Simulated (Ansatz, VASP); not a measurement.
# Cross-check of B26P26S (V_B-S_P) between VASP and Ansatz, part 2 of 2

Wanted: the spread between two codes on one cell, functional and k mesh. Of the first pair: The structure shown is the start of the Ansatz relaxation below; VASP solves that cell, so the two are compared at the walk's first step.

VASP 6.6.1 and Ansatz 0.2.0.

So far. Step 3 (VASP: single point, r2SCAN, start cell, pair 1): The run ends at a pressure of 8.80 GPa, with forces up to 2.2 eV/Å.

## (4) Side by side

Known differences besides the potentials themselves: VASP starts from the moments at which Ansatz ended; VASP keeps PBE cores, Ansatz makes them for the functional; fixed occupations in Ansatz, narrow Gaussian smearing in VASP; the cutoff is 500 eV in Ansatz and 460 eV in VASP (PREC = Accurate, projectors in real space). Total energies have different zeros and are not compared.

Forces on 9 of the 53 atoms, those with the largest forces and the largest differences (eV/Å; atoms numbered as in POSCAR):

```tsv
atom	Ansatz x, y, z	VASP x, y, z
B19	1.950, 0.447, -0.637	1.954, 0.446, -0.633
P27	-1.182, -0.800, 0.890	-1.179, -0.800, 0.884
P34	1.381, 0.576, -1.589	1.367, 0.577, -1.588
P37	-0.829, 0.833, 1.138	-0.814, 0.835, 1.111
P39	-0.295, -0.557, -1.259	-0.276, -0.574, -1.235
P41	-1.873, -0.716, -0.286	-1.868, -0.710, -0.285
P42	-0.539, 1.207, 0.645	-0.534, 1.201, 0.643
P45	0.579, -1.066, 0.154	0.558, -1.043, 0.162
P51	1.368, -0.850, 0.680	1.368, -0.848, 0.676
```

The forces differ by 6.6 meV/Å r.m.s., which is 0.9 % of the r.m.s. force of 0.742 eV/Å (both taken over all components). Moments aren't recorded for both runs of this pair, so they may hold unlike magnetic states. The cell carries a charge of -3 e against a uniform background, so its pressure also hangs on how the neutralising background is counted, and in a defect's cell a gap may be the spacing between its levels.

## (5) Ansatz: relaxation, r2SCAN

This run makes the geometry at which the two programs are then compared.

The structure compared here is the end of the Ansatz relaxation.

input.yaml

```yaml
crystal:
  lattice:
    - [0.0, 6.80455623, 6.80455623]
    - [6.80455623, 0.0, 6.80455623]
    - [6.80455623, 6.80455623, 0.0]
  atoms:
    - { symbol: B, position: [0.0, 0.0, 0.0] }
    - { symbol: P, position: [0.25, 0.25, 0.25] }
    - { symbol: B, position: [0.0, 0.0, 0.33333333] }
    - { symbol: P, position: [0.25, 0.25, 0.58333333] }
    - { symbol: B, position: [0.0, 0.0, 0.66666667] }
    - { symbol: P, position: [0.25, 0.25, 0.91666667] }
    - { symbol: B, position: [0.0, 0.33333333, 0.0] }
    - { symbol: P, position: [0.25, 0.58333333, 0.25] }
    - { symbol: B, position: [0.0, 0.33333333, 0.33333333] }
    - { symbol: P, position: [0.25, 0.58333333, 0.58333333] }
    - { symbol: B, position: [0.0, 0.33333333, 0.66666667] }
    - { symbol: P, position: [0.25, 0.58333333, 0.91666667] }
    - { symbol: B, position: [0.0, 0.66666667, 0.0] }
    - { symbol: P, position: [0.25, 0.91666667, 0.25] }
    - { symbol: B, position: [0.0, 0.66666667, 0.33333333] }
    - { symbol: P, position: [0.25, 0.91666667, 0.58333333] }
    - { symbol: B, position: [0.0, 0.66666667, 0.66666667] }
    - { symbol: P, position: [0.25, 0.91666667, 0.91666667] }
    - { symbol: B, position: [0.33333333, 0.0, 0.0] }
    - { symbol: P, position: [0.58333333, 0.25, 0.25] }
    - { symbol: B, position: [0.33333333, 0.0, 0.33333333] }
    - { symbol: S, position: [0.58333333, 0.25, 0.58333333] }
    - { symbol: B, position: [0.33333333, 0.0, 0.66666667] }
    - { symbol: P, position: [0.58333333, 0.25, 0.91666667] }
    - { symbol: B, position: [0.33333333, 0.33333333, 0.0] }
    - { symbol: P, position: [0.58333333, 0.58333333, 0.25] }
    - { symbol: B, position: [0.33333333, 0.33333333, 0.33333333] }
    - { symbol: P, position: [0.58333333, 0.58333333, 0.58333333] }
    - { symbol: B, position: [0.33333333, 0.33333333, 0.66666667] }
    - { symbol: P, position: [0.58333333, 0.58333333, 0.91666667] }
    - { symbol: B, position: [0.33333333, 0.66666667, 0.0] }
    - { symbol: P, position: [0.58333333, 0.91666667, 0.25] }
    - { symbol: B, position: [0.33333333, 0.66666667, 0.33333333] }
    - { symbol: P, position: [0.58333333, 0.91666667, 0.58333333] }
    - { symbol: B, position: [0.33333333, 0.66666667, 0.66666667] }
    - { symbol: P, position: [0.58333333, 0.91666667, 0.91666667] }
    - { symbol: B, position: [0.66666667, 0.0, 0.0] }
    - { symbol: P, position: [0.91666667, 0.25, 0.25] }
    - { symbol: B, position: [0.66666667, 0.0, 0.33333333] }
    - { symbol: P, position: [0.91666667, 0.25, 0.58333333] }
    - { symbol: B, position: [0.66666667, 0.0, 0.66666667] }
    - { symbol: P, position: [0.91666667, 0.25, 0.91666667] }
    - { symbol: B, position: [0.66666667, 0.33333333, 0.0] }
    - { symbol: P, position: [0.91666667, 0.58333333, 0.25] }
    - { symbol: B, position: [0.66666667, 0.33333333, 0.33333333] }
    - { symbol: P, position: [0.91666667, 0.58333333, 0.58333333] }
    - { symbol: P, position: [0.91666667, 0.58333333, 0.91666667] }
    - { symbol: B, position: [0.66666667, 0.66666667, 0.0] }
    - { symbol: P, position: [0.91666667, 0.91666667, 0.25] }
    - { symbol: B, position: [0.66666667, 0.66666667, 0.33333333] }
    - { symbol: P, position: [0.91666667, 0.91666667, 0.58333333] }
    - { symbol: B, position: [0.66666667, 0.66666667, 0.66666667] }
    - { symbol: P, position: [0.91666667, 0.91666667, 0.91666667] }
  host:
    repeats: [3, 3, 3]
    atoms:
      - { symbol: B, position: [0.0, 0.0, 0.0] }
      - { symbol: P, position: [0.75, 0.75, 0.75] }
total_charge: -3
basis:
  ecutwfc: 500
  xc_grid: 2
hamiltonian:
  xc: r2scan
  pseudopotentials: { kind: paw, azcp: { folder: soft_1 } }
kpoints:
  mp_grid: { grid: [2, 2, 2], shift: [0.5, 0.5, 0.5] }
magnetization:
  spin_polarized: true
  initial_magnetization: 1
  spin_locking: { lock_magnetization: hard }
scf:
  occupations: { method: fixed }
  max_iter: 60
output:
  forces: true
  charged_corrections:
    epsilon: 9.31
    static_epsilon: 9.42
    defect_position: [0.625, 0.291667, 0.625]
relax:
  f_tol: 0.02
  max_steps: 80
  random_displacement: { amplitude: 0.05, seed: 4093 }
checkpoint:
  write: "../qm3_M1.relax.run"
  compress: false
  write_wavefunctions: true
  write_every: 100000
```

Started as:

```bash
> ansatz run input.yaml --threads 4 --pin off --max-ram 7536MiB --backend cpu --events-out ev --progress --plain --runs-dir out
```

Numbers of over 12 decimals in the logs are rounded to 6 here.

The program printed:

```text
[...]
Crystal: 53 atoms, lattice volume = 630.129 Å³
Basis set: ecut = 500 eV, 16049 PW (Γ), exchange–correlation on 144×144×144 points (8 copies of the dense FFT grid, shifted against one another)
Bands: 162, of which v1, the nominal top of the filled ones, is band 109 counted from 1 (108 counted from 0)
Symmetry: 1 space group operations
k-points: 4 of 8 (time reversal used)
[...]
Starting moments: Σ|m| = 1 μB on 53 of 53 sites
[...]
- { symbol: P, position: [0.248411, 0.914930, 0.584931] }
[...]
- { symbol: S, position: [0.584416, 0.250962, 0.585005] }
[...]
- { symbol: B, position: [0.664470, 0.331025, 0.336108] }
[...]
- { symbol: P, position: [0.916648, 0.583202, 0.917234] }
    - { symbol: B, position: [0.666140, 0.666679, 0.000714107] }
    - { symbol: P, position: [0.916669, 0.916403, 0.250438] }
    - { symbol: B, position: [0.664540, 0.667876, 0.337782] }
    - { symbol: P, position: [0.916357, 0.918651, 0.583926] }
    - { symbol: B, position: [0.665110, 0.667185, 0.665729] }
    - { symbol: P, position: [0.915473, 0.917954, 0.916077] }
```

## (6) VASP: single point, r2SCAN, relaxed cell, pair 2

The same cell, functional and mesh now go to VASP, with its own data sets.

INCAR

```
SYSTEM = B26P26S
PREC = Accurate
ENCUT = 460
EDIFF = 1E-06
NELM = 200
ISMEAR = 0
SIGMA = 0.01
LREAL = Auto
ALGO = Normal
METAGGA = R2SCAN
LASPH = .TRUE.
NELECT = 217
NBANDS = 152
ISPIN = 2
MAGMOM = 0.01 0.01 0 0.01 0 0 0.01 0.01 0.01 0.01 0.01 0.01 0 0.01 0.01 0.01 0.01 0 0 0.01 0.01 0 0.01 0.01 0 0 0 0.01 0.01 0.01 0.01 0 0.01 0 0.01 0.01 0 0.01 0 0.01 0 0.01 0.01 0.01 0 0.01 0 0.01 0.01 0.01 0.01 0 0.01
LORBIT = 11
LWAVE = .FALSE.
LCHARG = .FALSE.
ISIF = 2
ISYM = 0
NUPDOWN = 1
GGA_COMPAT = .FALSE.
LMIXTAU = .TRUE.
KPAR = 4
```

POSCAR

```
B26P26S
1.0
    0.0000000000      6.8045562300      6.8045562300
    6.8045562300      0.0000000000      6.8045562300
    6.8045562300      6.8045562300      0.0000000000
B P S
26 26 1
Direct
    0.9998451025      0.0002013777      0.0004478090
    0.9997094266      0.0001944523      0.3342170450
    0.0013388087      0.0036845060      0.6651050285
    0.0000609885      0.3327283453      0.0006754517
    0.0013208164      0.3310946350      0.3376848739
    0.0005941482      0.3316719107      0.6656887385
    0.0003977513      0.6669907752      0.0010113316
    0.9998690451      0.6664141337      0.3342244262
    0.0000898693      0.6666593241      0.6667422331
    0.3336264458      0.0001977607      0.0003174913
    0.3334769019      0.0000301918      0.3340768599
    0.3332660913      0.9998474433      0.6665558270
    0.3370671212      0.3311078471      0.0019314980
    0.3332748722      0.3325275359      0.3338786132
    0.3355125781      0.3309973023      0.6650318694
    0.3336212180      0.6664349487      0.0004634433
    0.3336450044      0.6662818800      0.3342419823
    0.3371380995      0.6678642998      0.6651479836
    0.6645013040      0.0037208985      0.0019455109
    0.6659568169      0.9998436825      0.3338757086
    0.6644617755      0.0020847487      0.6650692382
    0.6650723333      0.3317107225      0.0012198525
    0.6644702898      0.3310245614      0.3361075455
    0.6661399560      0.6666794479      0.0007141072
    0.6645398196      0.6678757692      0.3377815797
    0.6651102670      0.6671849574      0.6657294500
    0.2484277680      0.2508492919      0.2490315644
    0.2491160572      0.2499003599      0.5839554865
    0.2520984714      0.2499020746      0.9169439624
    0.2498683796      0.5832170576      0.2504771252
    0.2520941714      0.5829041760      0.5839701677
    0.2513743633      0.5820721082      0.9161218092
    0.2499073650      0.9164371651      0.2504948382
    0.2484113913      0.9149297255      0.5849309199
    0.2498433843      0.9164282706      0.9172639625
    0.5833651834      0.2498900647      0.2497584765
    0.5859698960      0.2525760901      0.9097537398
    0.5833714075      0.5829017098      0.2527033060
    0.5860198369      0.5756430709      0.5866395860
    0.5841996220      0.5822781669      0.9163354295
    0.5843440829      0.9149148030      0.2489978482
    0.5833479429      0.9157257201      0.5839459885
    0.5833477178      0.9186503319      0.9169664220
    0.9163862859      0.2498868350      0.2526589912
    0.9090937179      0.2525767339      0.5865680993
    0.9156962469      0.2507576725      0.9162962814
    0.9155101151      0.5820514067      0.2519660261
    0.9157086109      0.5822733758      0.5847936093
    0.9166483496      0.5832022721      0.9172341277
    0.9166692800      0.9164030688      0.2504381387
    0.9163572130      0.9186507852      0.5839261774
    0.9154725791      0.9179536402      0.9160769175
    0.5844155881      0.2509621118      0.5850050126
```

KPOINTS

```
Points of the shifted mesh
8
Reciprocal
 0.2500000000  0.2500000000  0.2500000000 1
 0.2500000000  0.2500000000  0.7500000000 1
 0.2500000000  0.7500000000  0.2500000000 1
 0.2500000000  0.7500000000  0.7500000000 1
 0.7500000000  0.2500000000  0.2500000000 1
 0.7500000000  0.2500000000  0.7500000000 1
 0.7500000000  0.7500000000  0.2500000000 1
 0.7500000000  0.7500000000  0.7500000000 1
```

Potentials, in the order of the species: B, P and S (PBE family, release 64).

Started as:

```bash
> mpirun -np 8 vasp_std
```

The program printed:

```text
[banner, memory and clock lines left out]
running    8 mpi-ranks, on    1 nodes
[...]
[... a notice as in an earlier step ...]

 [... a notice as in an earlier step ...]

 LDA part: xc-table for (None), standard interpolation
 POSCAR, INCAR and KPOINTS ok, starting setup
[...]
entering main loop
       N       E                     dE             d eps       ncg     rms          rms(c)
DAV:   1     0.545764069058E+03    0.54576E+03   -0.91605E+04  4864   0.119E+03
DAV:   2    -0.418791134332E+03   -0.96456E+03   -0.91183E+03  5904   0.217E+02
DAV:   3    -0.481118905986E+03   -0.62328E+02   -0.61317E+02  6056   0.517E+01
DAV:   4    -0.482483600254E+03   -0.13647E+01   -0.13521E+01  6088   0.800E+00
DAV:   5    -0.482520419793E+03   -0.36820E-01   -0.36715E-01  6064   0.119E+00BRMIX: very serious problems
 the old and the new charge density differ
 old charge density:   214.00000 new  217.00000
BRMIX: very serious problems
BRMIX: very serious problems
 the old and the new charge density differ
 old charge density:   214.00000 new  217.00000
BRMIX: very serious problems
 the old and the new charge density differ
 old charge density:   214.00000 new  217.00000
 the old and the new charge density differ
 old charge density:   214.00000 new  217.00000
    0.418E+01
DAV:   6    -0.451523884296E+03    0.30997E+02   -0.26500E+01  5528   0.113E+01    0.260E+01
DAV:   7    -0.422687538635E+03    0.28836E+02   -0.76010E+00  6072   0.648E+00    0.593E+00
DAV:   8    -0.428607806732E+03   -0.59203E+01   -0.10497E+01  5304   0.774E+00    0.313E+00
DAV:   9    -0.430424514447E+03   -0.18167E+01   -0.13263E+00  5392   0.328E+00    0.239E+00
[...]
DAV:  18    -0.430429319286E+03   -0.19426E-05   -0.10979E-06  3240   0.289E-03    0.655E-03
DAV:  19    -0.430429322991E+03   -0.37048E-05   -0.20569E-06  3768   0.434E-03    0.426E-03
DAV:  20    -0.430429323388E+03   -0.39690E-06   -0.29463E-07  2904   0.153E-03
   1 F= -.43042932E+03 E0= -.43042932E+03  d E =-.173798E-12  mag=     1.0000
```

Parts of OUTCAR (step 6):

```text
  FREE ENERGIE OF THE ION-ELECTRON SYSTEM (eV)
  ---------------------------------------------------
  free  energy   TOTEN  =      -430.4293233876 eV

  energy  without entropy=     -430.4293233876  energy(sigma->0) =     -430.42932339

 magnetization (x)
# of ion       s       p       d       tot
------------------------------------------
    1        0.004   0.001   0.000   0.005
    2        0.005   0.001   0.000   0.006
    3        0.002   0.001   0.000   0.003
    4        0.006   0.002   0.000   0.008
    5        0.002   0.001   0.000   0.003
    6        0.003   0.000   0.000   0.003
    7        0.005   0.001   0.000   0.005
    8        0.004   0.001   0.000   0.005
    9        0.006   0.002   0.000   0.008
   10        0.005   0.001   0.000   0.006
   11        0.007   0.001   0.000   0.008
   12        0.004   0.002   0.000   0.006
   13        0.002   0.001   0.000   0.003
[...]
--------------------------------------------------
tot          0.156   0.093   0.000   0.249

[... 1 part as in an earlier step ...]
```

The run ends at a pressure of 7.97 GPa, with forces up to 0.048 eV/Å.

## (7) Comparison

The two programs side by side:

```tsv
quantity	Ansatz	VASP	difference
total moment, fixed by the input (μB)	1.00	1.00	0.00
```

At this near-relaxed geometry the largest component of a force difference is 31 meV/Å. The cell carries a charge of -3 e against a uniform background, so its pressure also hangs on how the neutralising background is counted, and in a defect's cell a gap may be the spacing between its levels.

## (8) Outcome

| Item | Value |
| --- | --- |
| r.m.s. force difference (single point, r2SCAN, start cell, pair 1) | 0.89 % of the r.m.s. force |
| difference in total moment, fixed by the input (single point, r2SCAN, relaxed cell, pair 2) | 0 μB |
| r.m.s. force difference (single point, r2SCAN, relaxed cell, pair 2) | 7.4 meV/Å |

The r.m.s. force difference is 7.4 meV/Å (single point, r2SCAN, relaxed cell, pair 2), within the 12 meV/Å picked in this series as the mark of a large difference. Such differences can come from data sets, numerical settings and the points named under the comparisons, not from the functional's error against experiment.

[Lines on the potential files, build, host, timing and source positions are cut from VASP's logs without a mark.]

[Logs are printed without paths, hosts, clocks, repeated set-up lines and the standing remarks that a program may print on its own settings, such as how far it seeks lower states.]

[Hosts, paths, dates, database ids (printed as entryN), source tags and the programs' standing remarks are cut or masked in the printed files.]
